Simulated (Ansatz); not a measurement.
# WS2: equation of state

An exercise on one series of results from a longer session: the logs are not shown, and one member is left open.

Method: DFT PBEsol, scalar-relativistic, in Ansatz 0.2.0.

### The structure to begin with

The structure is trigonal, space group R3m (No. 160). Conventional cell: a = 3.158 Å, b = 3.158 Å, c = 18.490 Å, α = 90.00°, β = 90.00°, γ = 120.00°. Around W (site symmetry 3m) lie 6 S at 2.39 to 2.42 Å. S (site symmetry 3m) has 3 W at 2.39 Å in its first shell of neighbours. Around S (site symmetry 3m) lie 3 W at 2.42 Å.

As a file:

```
W S
1.0
     1.57900    0.91164    6.16333
    -1.57900    0.91164    6.16333
     0.00000   -1.82327    6.16333
W S
1 2
Cartesian
  0.0000 0.0000 0.0000
  0.0000 0.0000 13.8730
  0.0000 0.0000 10.7427
```

Atoms are numbered in the order of the input: W1, S2, S3.

Set-up of the first run:

Contents of input.yaml:

```yaml
crystal:
  lattice:
    - [1.5467668421, 0.8930262526, 6.0375124514]
    - [-1.5467668421, 0.8930262526, 6.0375124514]
    - [0.0, -1.7860525053, 6.0375124514]
  atoms:
    - { symbol: W, position: [0.0, 0.0, 0.0] }
    - { symbol: S, position: [0.7503, 0.7503, 0.7503] }
    - { symbol: S, position: [0.581, 0.581, 0.581] }
kpoints:
  mp_grid: { grid: [15, 15, 15] }
  band_path:
    path:
      - [0.0, 0.0, 0.0]
      - [0.5, 0.5, 0.5]
      - [0.8187478403, 0.1812521597, 0.5]
      - [0.5, -0.1812521597, 0.1812521597]
      - [0.5, 0.0, 0.0]
      - [0.0, 0.0, 0.0]
      - [0.3406260799, -0.3406260799, 0.0]
      - [0.6593739201, 0.0, 0.3406260799]
      - [0.5, 0.0, 0.5]
    npoints: 5
scf:
  occupations: { method: fermi_dirac, width: 0.03 }
hamiltonian:
  xc: pbesol
  pseudopotentials: { kind: all_electron, lapw: { basis_error: 0.001 } }
output:
  forces: true
  stress: true
  eigenvalues: true
```

The run is started by

```
$ ansatz run input.yaml --threads 1 --pin off --max-ram 4096MiB --backend cpu --events-out ev --progress --plain --runs-dir out
```

Among the steps run: Volume × 0.94, LAPW; Volume × 0.94, PAW; Volume × 0.94, crystal datasets; Volume × 0.98, LAPW; Volume × 0.98, PAW; Volume × 0.98, crystal datasets; Volume × 1.01, LAPW; Volume × 1.01, PAW; Volume × 1.01, crystal datasets; Volume × 1.04, LAPW; Volume × 1.04, PAW; Volume × 1.04, crystal datasets.

One table of the session follows, with a row left open; its other results are not shown here.

| method | volume (Å³/atom) | gap on the k mesh (eV) | largest force (eV/Å) |
| --- | --- | --- | --- |
| LAPW | 16.679 | 0.95 | 1.471 |
| LAPW | 17.389 | 1.00 | 0.628 |
| LAPW | 17.921 | 1.03 | 0.585 |
| LAPW | 18.454 | 1.05 | 0.996 |
| PAW | 16.679 | 0.94 | 1.475 |
| PAW | 17.389 | 1.00 | 0.628 |
| PAW | 17.921 | 1.03 | 0.586 |
| PAW | 18.454 | ? | ? |
| crystal datasets | 16.679 | 0.95 | 1.471 |
| crystal datasets | 17.389 | 1.00 | 0.628 |
| crystal datasets | 17.921 | 1.03 | 0.585 |
| crystal datasets | 18.454 | 1.05 | 0.996 |

Estimate the missing values for PAW, 18.454.

The run gave: gap on the k mesh (eV): 1.05; largest force (eV/Å): 0.999.

To keep in mind: Warnings in the runs' records: gradients without spin orbit, crystal datasets made.
